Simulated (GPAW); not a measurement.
# GaN (P6_3mc) in GPAW: a series of runs

Aim: see how the results for GaN move with the level of theory and the settings. Levels: rSCAN, TB-mBJ, BP86, WC, LDA. Tasks: band structure, single point, piezoelectric tensor, one-shot levels of the hybrid HSE06.

Program: GPAW 26.7.0. These are calculated values, not measurements. Logs are shortened: lines on timing, memory, paths and dates and some standing lists are left out, and cuts for length are marked. The log counts tension as positive stress, the text compression.

**Measured values to compare with.**

From “Studying electronic properties in GaN without electrical contacts using γ-γ vs e−-γ Perturbed Angular Correlations”, 2019, pmc:6823545, for a bulk crystal of GaN: band gap 3.503 ± 0.005 eV (direct).

How close the calculation comes is told below.

## (1) The crystal as given

The structure is hexagonal, space group P6_3mc (No. 186). Conventional cell: a = 3.180 Å, b = 3.180 Å, c = 5.166 Å, α = 90.00°, β = 90.00°, γ = 120.00°. Around Ga (site symmetry 3m) lie 4 N at 1.94 to 1.95 Å. N (site symmetry 3m) is surrounded by 4 Ga at 1.94 to 1.95 Å.

## (2) Band structure, rSCAN, spin-orbit coupling, no magnetisation

run.py reads:

```python
import numpy as np
from ase.dft.bandgap import bandgap
from ase.io import read, write
from ase.units import GPa
from gpaw import GPAW, PW
from gpaw.spinorbit import soc_eigenstates

atoms = read('GaN.cif')

calc = GPAW(mode=PW(800),
            xc='MGGA_X_RSCAN+MGGA_C_RSCAN',
            kpts={'size': (7, 7, 4), 'gamma': True},
            occupations={'name': 'fermi-dirac', 'width': 0.05},
            nbands=18,
            convergence={'density': 1e-05, 'energy': 1e-05},
            maxiter=150,
            txt='gpaw.txt')
atoms.calc = calc
energy = atoms.get_potential_energy()
forces = atoms.get_forces()
stress = atoms.get_stress()
calc.write('gs.gpw')
write('result.traj', atoms)
print(f'Energy: {energy:.6f} eV')
print('Forces (eV/A):')
print(forces.round(4))
print('Stress (GPa):', (stress / GPa).round(3))
print('Fermi level:', round(calc.get_fermi_level(), 4), 'eV')
print(f'Gap: {bandgap(calc)[0]:.4f} eV, direct: {bandgap(calc, direct=True)[0]:.4f} eV')

path = atoms.cell.bandpath('GMKGALHA,LM,KH', npoints=100, eps=1e-4)
bs_calc = calc.fixed_density(kpts=path, symmetry='off', nbands=29,
                             convergence={'bands': 'CBM+6.0', 'eigenstates': 1e-6}, txt='bands.txt')
bs = bs_calc.band_structure()
bs.write('bs.json')
print(f'Gap on the path: {bandgap(bs_calc)[0]:.4f} eV')

soc = soc_eigenstates(bs_calc, theta=90, phi=0, ignore_xc_potential=True)
np.savetxt('soc_bands.dat', soc.eigenvalues(), fmt='%.4f')
mesh = soc_eigenstates('gs.gpw', theta=90, phi=0, ignore_xc_potential=True)
np.savetxt('soc_mesh.dat', mesh.eigenvalues(), fmt='%.4f')
print('Fermi level with spin-orbit coupling:', round(mesh.fermi_level, 4), 'eV')
```

GaN.cif reads:

```cif
data_GaN
_cell_length_a 3.18000000
_cell_length_b 3.18000000
_cell_length_c 5.16600000
_cell_angle_alpha 90.00000000
_cell_angle_beta 90.00000000
_cell_angle_gamma 120.00000000
_space_group_name_H-M_alt 'P1'
_space_group_name_Hall 'P 1'
_space_group_IT_number 1
loop_
_space_group_symop_operation_xyz
'x,y,z'
loop_
_atom_site_label
_atom_site_type_symbol
_atom_site_symmetry_multiplicity
_atom_site_Wyckoff_symbol
_atom_site_fract_x
_atom_site_fract_y
_atom_site_fract_z
_atom_site_occupancy
Ga1 Ga 1 a 0.6666666667 0.3333333333 0.5000000000 1
Ga2 Ga 1 a 0.3333333333 0.6666666667 0.0000000000 1
N1 N 1 a 0.6666666667 0.3333333333 0.8750000000 1
N2 N 1 a 0.3333333333 0.6666666667 0.3750000000 1
```

Potentials or basis: GPAW PAW data sets (gpaw-data 1.2.1), pw.

Command:

```bash
$ OMP_NUM_THREADS=1 python run.py
```

gpaw.txt:

```text
__  _  _
 | _ |_)|_||  |
 |__||  | ||/\| - 26.7.0

Input parameters:
  mode=PW(ecut=800.0),
  convergence={'density': 1e-05, 'energy': 1e-05},
  kpts=MonkhorstPack(size=(7, 7, 4), gamma=True),
  maxiter=150,
  nbands=18,
  occupations=Occupations(name='fermi-dirac', width=0.05),
  xc=XC(name='MGGA_X_RSCAN+MGGA_C_RSCAN')

Diagonalizing LCAO Hamiltonian
Converting LCAO to pw mode

           N

           Ga
        N

        Ga

Atoms  # Å, Bohr magnetons
|   | symbol |         x |        y |        z |    initial magnetic moments |
|---|--------|-----------|----------|----------|-----------------------------|
| 0 |     Ga |  1.590000 | 0.917987 | 2.583000 | ( 0.0000,  0.0000,  0.0000) |
| 1 |     Ga | -0.000000 | 1.835974 | 0.000000 | ( 0.0000,  0.0000,  0.0000) |
| 2 |      N |  1.590000 | 0.917987 | 4.520250 | ( 0.0000,  0.0000,  0.0000) |
| 3 |      N | -0.000000 | 1.835974 | 1.937250 | ( 0.0000,  0.0000,  0.0000) |

Unit cell  # Å
| periodic |         x |        y |        z |  lengths |     angles |
|----------|-----------|----------|----------|----------|------------|
|      yes |  3.180000 | 0.000000 | 0.000000 | 3.180000 |  90.000000 |
|      yes | -1.590000 | 2.753961 | 0.000000 | 3.180000 |  90.000000 |
|      yes |  0.000000 | 0.000000 | 5.166000 | 5.166000 | 120.000000 |

Number of symmetries: 6
Symmetry operations  # r_c * U_cc + t_c -> r_c
|   | kind |            matrix            |
|---|------|------------------------------|
| 0 |  σ   |  1, 1, 0,  0,-1, 0,  0, 0, 1 |
| 1 |  E   |  1, 0, 0,  0, 1, 0,  0, 0, 1 |
| 2 |  C3  |  0, 1, 0, -1,-1, 0,  0, 0, 1 |
| 3 |  σ   |  0,-1, 0, -1, 0, 0,  0, 0, 1 |
| 4 |  σ   | -1, 0, 0,  1, 1, 0,  0, 0, 1 |
| 5 |  C3  | -1,-1, 0,  1, 0, 0,  0, 0, 1 |

BZ-sampling:
  Number of BZ points: 196
  Number of IBZ points: 28

  Monkhorst-Pack size: [7, 7, 4]
  Monkhorst-Pack shift: [0.0, 0.0, 0.125]

K-points  # in reciprocal-cell coordinates
|     |                                coordinates |     weight |
|-----|--------------------------------------------|------------|
|   0 | (  0.00000000,   0.00000000,   0.00000000) | 0.00510204 |
|   1 | (  0.00000000,   0.00000000,   0.25000000) | 0.01020408 |
|   2 | (  0.00000000,   0.00000000,   0.50000000) | 0.00510204 |
|   3 | (  0.14285714,   0.00000000,  -0.25000000) | 0.03061224 |
|   4 | (  0.14285714,   0.00000000,   0.00000000) | 0.03061224 |
|   5 | (  0.14285714,   0.00000000,   0.25000000) | 0.03061224 |
|   6 | (  0.14285714,   0.00000000,   0.50000000) | 0.03061224 |
|   7 | (  0.28571429,  -0.14285714,   0.00000000) | 0.03061224 |
|   8 | (  0.28571429,  -0.14285714,   0.25000000) | 0.06122449 |
|   9 | (  0.28571429,  -0.14285714,   0.50000000) | 0.03061224 |
| ... |                                            |            |
|  27 | (  0.42857143,   0.42857143,   0.50000000) | 0.03061224 |

Plane wave coefficients: 2352
Cutoff: 800.0 eV

Spin-components: 1 (collinear spins)
Bands:           18
Projectors:      20
Spin-degeneracy: 2
Datatype:        complex128

Parallelization:
  kpt:    1
  domain: 1
  band:   1

Density:
  Valence electrons: 16.0
  Components: 1
  Grid points: [21 21 35]
  Charge: 0.0  # |e|

Potential:
  Grid points: [21 21 35]

species:
  Ga:
    name:    Gallium
    Z:       31.0
    valence: 3
    core:    28
    charge:  0.0  # [|e|]
    compensation charges:
      type: gauss
      rc: 0.37  # [Å]
      lmax: 2
    cutoffs:
      filter: 2.06  # [Å]
      core: 4.17  # [Å]
    projectors
    | kind |    occ | energy [eV] | rcut [Å] |
    |------|--------|-------------|----------|
    |   4s |  2.000 |      -8.945 |    1.164 |
    |   4p |  1.000 |      -2.580 |    1.164 |
    |    s |        |      18.266 |    1.164 |
    |    p |        |      24.631 |    1.164 |
    |    d |        |       0.000 |    1.164 |

    Using partial waves for Ga as LCAO basis

  N:
    name:    Nitrogen
    Z:       7.0
    valence: 5
    core:    2
    charge:  0.0  # [|e|]
    compensation charges:
      type: gauss
      rc: 0.18  # [Å]
      lmax: 2
    cutoffs:
      filter: 1.11  # [Å]
      core: 0.96  # [Å]
    projectors
    | kind |    occ | energy [eV] | rcut [Å] |
    |------|--------|-------------|----------|
    |   2s |  2.000 |     -18.583 |    0.603 |
    |   2p |  3.000 |      -7.089 |    0.529 |
    |    s |        |       8.629 |    0.603 |
    |    p |        |      20.123 |    0.529 |
    |    d |        |       0.000 |    0.577 |

    Using partial waves for N as LCAO basis

Reference energy: -108732.786066  # eV

eigensolver:
  PPCG
  Converge bands: occupied
  niter=2

density mixing:
  MSR1-Mixer
  Pratt-step length: 0.05
  Maximum mixing coefficient: 0.75
  Old densities: 10
  SVD Regularization: 0.005
  Good broyden scale: 1.0
  Trust region scale: 1.0
  Backstep threshold: 4.0
  History deletion threshold: 6.0
  Fourier metric: weight=20.0, sigma=0.015

occupation numbers:
  Fermi-Dirac:
    width: 0.0500  # eV

poisson solver:
  ecut: 6400.0  # eV

xc functional:
  name: MGGA_X_RSCAN+MGGA_C_RSCAN with 2 nearest neighbor stencil

convergence criteria:
- Maximum integral of absolute [dens]ity change: 1e-05 electrons / valence electron
- Maximum [total energy] change in last 3 cyles: 1e-05 eV / valence electron
- Maximum integral of absolute [eigenst]ate change: 4e-08 eV^2 / valence electron
maximum number of iterations: 150

SCF iterations
|iter     | |      energy | eigst |  dens |
|---------|-|-------------|-------|-------|
|iter:   1| |  -68.598036 | -0.17 |       |
|iter:   2| |  -60.877379 | -1.19 | -0.57 |
|iter:   3| |  -58.890510 | -0.53 | -0.62 |
|iter:   4| |  -58.991693 | -2.12 | -1.22 |
|iter:   5| |  -59.003582 | -2.95 | -1.54 |
|iter:   6| |  -59.003469 | -4.61 | -2.63 |
|iter:   7| |  -59.003489c| -5.71 | -3.10 |
|iter:   8| |  -59.003487c| -6.72 | -3.83 |
|iter:   9| |  -59.003487c| -8.09c| -4.19 |
|iter:  10| |  -59.003487c| -7.75c| -4.63 |
|iter:  11| |  -59.003487c| -8.85c| -5.79c|

Converged in 11 steps
Energy contributions relative to reference atoms: (reference = -108732.786066)

Energy contributions:
  Kinetic:          67.991320
  Coulomb:         -58.775122
  Zero:              0.254593
  External:          0.000000
  Xc:              -68.474279
  Entropy:          -0.000000
  Spinorbit:         0.000000
  ----------------------------
  Free energy:     -59.003487
  Extrapolated:    -59.003487

dipole moment: (-0.000020, -0.000042, -11.623241)  # |e|*Ang

Fermi level: 7.198
Eigenvalues  # (at kpt = [0.000, 0.000, 0.000])
| band index |      eig [eV] | occ [0-2] |
|------------|---------------|-----------|
|          0 |       -10.538 |     2.000 |
|          1 |        -8.184 |     2.000 |
|          2 |        -0.975 |     2.000 |
|          3 |         5.128 |     2.000 |
|          4 |         5.128 |     2.000 |
|          5 |         6.150 |     2.000 |
[... 8 lines left out ...]
|         14 |        18.788 |     0.000 |
|         15 |        18.788 |     0.000 |
|        ... |               |           |
|         17 |        22.064 |     0.000 |

Gap: 2.557 eV
Transition (v -> c):
  (s=0, k=0, n=7, [0.00, 0.00, 0.00]) -> (s=0, k=0, n=8, [0.00, 0.00, 0.00])
No difference between direct/indirect transitions

Forces  # eV/Ang
|        x |        y |        z |
|----------|----------|----------|
| -0.00000 |  0.00000 | -0.18446 |  # Ga   0
|  0.00000 |  0.00000 | -0.18378 |  # Ga   1
|  0.00000 | -0.00000 |  0.17860 |  # N    2
|  0.00000 |  0.00000 |  0.17760 |  # N    3

Stress tensor  # eV/Ang^3
|         x |         y |         z |
|-----------|-----------|-----------|
| -0.040346 |  0.000000 |  0.000000 |
|  0.000000 | -0.040346 |  0.000000 |
|  0.000000 |  0.000000 | -0.053465 |

# Writing to gs.gpw (mode='')
```

Run time: 1.9 min. Hardware: 1 thread of AMD EPYC 9R14 (Zen 4), shared host; peak memory 0.45 GiB.

What came out:

| Property | Result |
| --- | --- |
| Free energy | -59.0035 eV |
| Pressure | 7.2 GPa |
| Largest force | 0.184 eV/Å |
| Band gap on the k mesh | 2.55 eV, direct |
| Band gap along the path | 2.55 eV, direct |

Forces on the atoms (eV/Å):
```
Ga   0.000  0.000 -0.184
Ga   0.000  0.000 -0.184
N    0.000  0.000  0.179
N    0.000  0.000  0.178
```

Stress tensor (GPa, compression positive):
```
6.46 0.00 0.00
0.00 6.46 0.00
0.00 0.00 8.57
```

Levels at the corners of the path, in eV from the valence-band top:
```csv
point,band 13,band 14,band 15,band 16,band 17,band 18,band 19,band 20
Γ,-0.01,-0.01,0.00,0.00,2.55,2.55,4.98,4.98
M,-2.30,-2.30,-1.00,-1.00,5.66,5.66,6.27,6.27
K,-3.09,-3.07,-2.80,-2.80,5.64,5.64,8.71,8.71
Γ,-0.01,-0.01,0.00,0.00,2.55,2.55,4.98,4.98
A,-0.55,-0.55,-0.55,-0.55,4.94,4.94,4.94,4.94
L,-1.96,-1.96,-1.95,-1.95,5.01,5.01,5.01,5.01
H,-1.52,-1.52,-1.51,-1.51,7.17,7.17,7.19,7.19
A,-0.55,-0.55,-0.55,-0.55,4.94,4.94,4.94,4.94
L,-1.96,-1.96,-1.95,-1.95,5.01,5.01,5.01,5.01
M,-2.30,-2.30,-1.00,-1.00,5.66,5.66,6.27,6.27
K,-3.09,-3.07,-2.80,-2.80,5.64,5.64,8.71,8.71
H,-1.52,-1.52,-1.51,-1.51,7.17,7.17,7.19,7.19
```

Caveat: spin-orbit coupling was added after a scalar SCF, so levels and gaps hold it while energy, forces, pressure and moments don't; this program's spin-orbit splittings come out too wide for heavy elements; the PAW data sets were made with another functional, which shifts forces and pressure a little.

(Continued in part 2 of 4.)
